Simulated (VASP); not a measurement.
# Eu (Im-3m) in VASP: a series of runs, part 2 of 2

VASP 6.6.1.

## (3) Single point, r2SCAN, collinear spin, typed start

This run uses another cell than the first one, of 44.19 Å³/atom, 0.902 times its volume.

File POSCAR:

```
Eu
1.0
   -2.2271207099      2.2271207099      2.2271207099
    2.2271207099     -2.2271207099      2.2271207099
    2.2271207099      2.2271207099     -2.2271207099
Eu
1
Direct
    0.0000000000      0.0000000000      0.0000000000
```

File INCAR.step1:

```
SYSTEM = Eu
ALGO = Normal
EDIFF = 1E-4
ENCUT = 520
GGA = PE
ISMEAR = -5
ISPIN = 2
LASPH = .True.
LCHARG = .False.
LMAXMIX = 6
LREAL = .False.
LWAVE = .True.
MAGMOM = 8
NBANDS = 18
NELM = 150
PREC = Accurate
SIGMA = 0.05
```

File INCAR.step2:

```
SYSTEM = Eu
ALGO = Normal
EDIFF = 1E-7
ENCUT = 520
ISIF = 2
ISMEAR = 0
ISPIN = 2
ISTART = 1
LASPH = .True.
LCHARG = .False.
LMAXMIX = 6
LMIXTAU = .True.
LORBIT = 11
LREAL = .False.
LWAVE = .False.
MAGMOM = 8
METAGGA = R2SCAN
NBANDS = 18
NELM = 150
PREC = Accurate
SIGMA = 0.05
```

File KPOINTS:

```
k-points
0
Gamma
  14 14 14
  0 0 0
```

Potentials or basis: VASP PAW PBE potentials, release 64 (Eu).

Launch:

```console
> cat potpaw_PBE.64/Eu/POTCAR > POTCAR
> cp INCAR.step1 INCAR
> mpirun -np 1 vasp_std > vasp.out
> cp INCAR.step2 INCAR
> mpirun -np 1 vasp_std > vasp.out
```

OUTCAR:

```text
SYSTEM = Eu
   EDIFF = 1E-7
   ENCUT = 520
   ISIF = 2
   ISMEAR = 0
   ISPIN = 2
   ISTART = 1
   LASPH = .True.
   LORBIT = 11
   LREAL = .False.
   METAGGA = R2SCAN
   NELM = 150
   PREC = Accurate

 ion  position               nearest neighbor table
   1  0.000  0.000  0.000-

  LATTYP: Found a body centered cubic cell.
 ALAT       =     4.4542414198

  Lattice vectors:

 A1 = (  -2.2271207099,   2.2271207099,   2.2271207099)
 A2 = (   2.2271207099,  -2.2271207099,   2.2271207099)
 A3 = (   2.2271207099,   2.2271207099,  -2.2271207099)

Analysis of symmetry for initial positions (statically):
=====================================================================
 Subroutine PRICEL returns:
 Original cell was already a primitive cell.

 Routine SETGRP: Setting up the symmetry group for a
 body centered cubic supercell.

 Subroutine GETGRP returns: Found 48 space group operations
 (whereof 48 operations were pure point group operations)
 out of a pool of 48 trial point group operations.

The static configuration has the point symmetry O_h .

Analysis of symmetry for dynamics (positions and initial velocities):
=====================================================================
 Subroutine PRICEL returns:
 Original cell was already a primitive cell.

 Routine SETGRP: Setting up the symmetry group for a
 body centered cubic supercell.

 Subroutine GETGRP returns: Found 48 space group operations
 (whereof 48 operations were pure point group operations)
 out of a pool of 48 trial point group operations.

The dynamic configuration has the point symmetry O_h .

Analysis of structural, dynamic, and magnetic symmetry:
=====================================================================
 Subroutine PRICEL returns:
 Original cell was already a primitive cell.

 Routine SETGRP: Setting up the symmetry group for a
 body centered cubic supercell.

 Subroutine GETGRP returns: Found 48 space group operations
 (whereof 48 operations were pure point group operations)
 out of a pool of 48 trial point group operations.

The overall configuration has the point symmetry O_h .
[... 134 lines left out ...]
   NGX = 15   NGY = 15   NGZ = 15

 number of electron      16.9999996 magnetization       7.7746304

 Free energy of the ion-electron system (eV)
  ---------------------------------------------------
  ext. energy  EPLUGINS =         0.00000000
  ---------------------------------------------------
  free energy    TOTEN  =       -39.66238614 eV

  energy without entropy =      -39.66027681  energy(sigma->0) =      -39.66133148

 E-fermi :   1.9519     XC(G=0):  -9.0696

 val. band max:        1.9506841039   @ k =   0.2857   0.2143   0.1429
 cond. band min:       1.9633755260   @ k =  -0.3571  -0.3571   0.0714
 fundamental gap:      0.0126914221
 Fermi energy:         1.9518651436

 spin component 1

 k-point     1 :       0.0000    0.0000    0.0000
  band No.  band energies     occupation
      1     -41.2298      1.00000
      2     -19.2164      1.00000
      3     -19.2164      1.00000
      4     -19.2164      1.00000
      5      -2.9080      1.00000
      6       1.3301      1.00000
[... 493 lines left out ...]
     17       7.4189      0.00000
     18       8.9422      0.00000

 [... further k-points ...]

 spin component 2

 k-point     1 :       0.0000    0.0000    0.0000
  band No.  band energies     occupation
      1     -37.4581      1.00000
      2     -16.4825      1.00000
      3     -16.4825      1.00000
      4     -16.4825      1.00000
      5      -1.2150      1.00000
      6       5.1816      0.00000
[... 493 lines left out ...]
     17       9.4822      0.00000
     18      10.7529      0.00000

 [... further k-points ...]

------------------------ aborting loop because EDIFF is reached ----------------------------------------

  FORCE on cell =-STRESS in cart. coord.  units (eV):
  Direction    XX          YY          ZZ          XY          YZ          ZX
  --------------------------------------------------------------------------------------
  -------------------------------------------------------------------------------------
  Total       -0.1063964     -0.1063964     -0.1063964     -0.0000000      0.0000000     -0.0000000
  in kB       -3.8578595     -3.8578595     -3.8578595     -0.0000000      0.0000000     -0.0000000
  external PRESSURE =      -3.8578595 kB  Pullay stress =       0.0000000 kB

 VOLUME and BASIS-vectors are now :
 -----------------------------------------------------------------------------
  energy-cutoff  :      520.00
  volume of cell :       44.19
      direct lattice vectors                 reciprocal lattice vectors
    -2.227120710  2.227120710  2.227120710     0.000000000  0.224505119  0.224505119
     2.227120710 -2.227120710  2.227120710     0.224505119  0.000000000  0.224505119
     2.227120710  2.227120710 -2.227120710     0.224505119  0.224505119  0.000000000

 POSITION                                       TOTAL-FORCE (eV/Angst)
 -----------------------------------------------------------------------------------
      0.00000      0.00000      0.00000        -0.000000      0.000000      0.000000
 -----------------------------------------------------------------------------------
    total drift:                               -0.000000     -0.000000      0.000000

  FREE ENERGIE OF THE ION-ELECTRON SYSTEM (eV)
  ---------------------------------------------------
  free  energy   TOTEN  =       -39.6623861434 eV

  energy  without entropy=      -39.6602768083  energy(sigma->0) =      -39.66133148

 total charge

# of ion       s       p       d       f       tot
--------------------------------------------------
    1        2.080   5.765   0.267   6.680  14.791

 magnetization (x)

# of ion       s       p       d       f       tot
--------------------------------------------------
    1       -0.010  -0.149   0.191   6.679   6.711
```

OSZICAR.step1:

```text
N       E                     dE             d eps       ncg     rms          rms(c)
DAV:   1     0.105027723677E+03    0.10503E+03   -0.64573E+03  9246   0.400E+03
DAV:   2     0.790891767594E+01   -0.97119E+02   -0.85938E+02  9482   0.279E+02
DAV:   3    -0.747406948064E+01   -0.15383E+02   -0.15172E+02 11330   0.986E+01
DAV:   4    -0.903081344739E+01   -0.15567E+01   -0.15461E+01 14632   0.244E+01
DAV:   5    -0.910461917337E+01   -0.73806E-01   -0.73725E-01 12932   0.614E+00    0.273E+01
DAV:   6    -0.119518453090E+02   -0.28472E+01   -0.32323E+00 10118   0.164E+01    0.202E+01
DAV:   7    -0.114490416603E+02    0.50280E+00   -0.98254E-01 12840   0.171E+01    0.102E+01
DAV:   8    -0.114584216737E+02   -0.93800E-02   -0.63203E-01 11092   0.171E+01    0.588E+00
DAV:   9    -0.114399730528E+02    0.18449E-01   -0.10304E-01 12184   0.701E+00    0.225E+00
DAV:  10    -0.114306223528E+02    0.93507E-02   -0.23975E-02 12656   0.254E+00    0.140E+00
DAV:  11    -0.114315965342E+02   -0.97418E-03   -0.36287E-03 14450   0.545E-01    0.112E+00
DAV:  12    -0.114316905080E+02   -0.93974E-04   -0.12254E-03 12300   0.501E-01    0.592E-01
DAV:  13    -0.114318329323E+02   -0.14242E-03   -0.16154E-03 11810   0.437E-01    0.248E-01
DAV:  14    -0.114318166731E+02    0.16259E-04   -0.24553E-04  8490   0.300E-01
   1 F= -.11431817E+02 E0= -.11431817E+02  d E =0.000000E+00  mag=     7.2226
```

Wall time 9.6 min (1 thread of AMD EPYC 9R45 (Zen 5), shared host); peak memory 0.28 GiB.

Results:

* Free energy: -39.6624 eV
* Pressure: -0.4 GPa
* Band gap on the k mesh: none (metal or under the smearing width)
* Net moment: 7.77 μB per cell
* Site moments: Eu +6.71 μB
* Valence electrons inside the program's atomic spheres: Eu 14.79

Levels at points of the mesh, in eV from the Fermi level:
Spin up:
| k point | band 8 | band 9 | band 10 | band 11 | band 12 | band 13 | band 14 | band 15 | band 16 | band 17 |
| --- | --- | --- | --- | --- | --- | --- | --- | --- | --- | --- |
| (0.00, 0.00, 0.00) | -0.62 | -0.52 | -0.52 | -0.52 | -0.50 | 1.98 | 1.98 | 1.98 | 3.50 | 3.50 |
| (0.50, 0.00, 0.00) | -0.64 | -0.52 | -0.51 | -0.50 | -0.48 | 0.31 | 0.49 | 3.48 | 4.17 | 5.82 |
| (0.50, 0.50, 0.50) | -0.64 | -0.64 | -0.64 | -0.43 | -0.43 | -0.43 | 4.81 | 4.81 | 4.81 | 5.28 |
Spin down:
```
           k point  band 2  band 3  band 4  band 5  band 6  band 7  band 8  band 9
(0.00, 0.00, 0.00)  -18.43  -18.43  -18.43   -3.17    3.23    3.23    3.23    5.14
(0.50, 0.00, 0.00)  -18.92  -18.59  -18.44   -0.49    1.73    1.90    5.02    5.19
(0.50, 0.50, 0.50)  -18.78  -18.78  -18.78    0.15    0.15    5.03    5.03    5.03
```

Caveat: the PAW data sets were made with another functional, which shifts forces and pressure a little; spin-orbit coupling is left out, which moves the levels of the heavy elements.
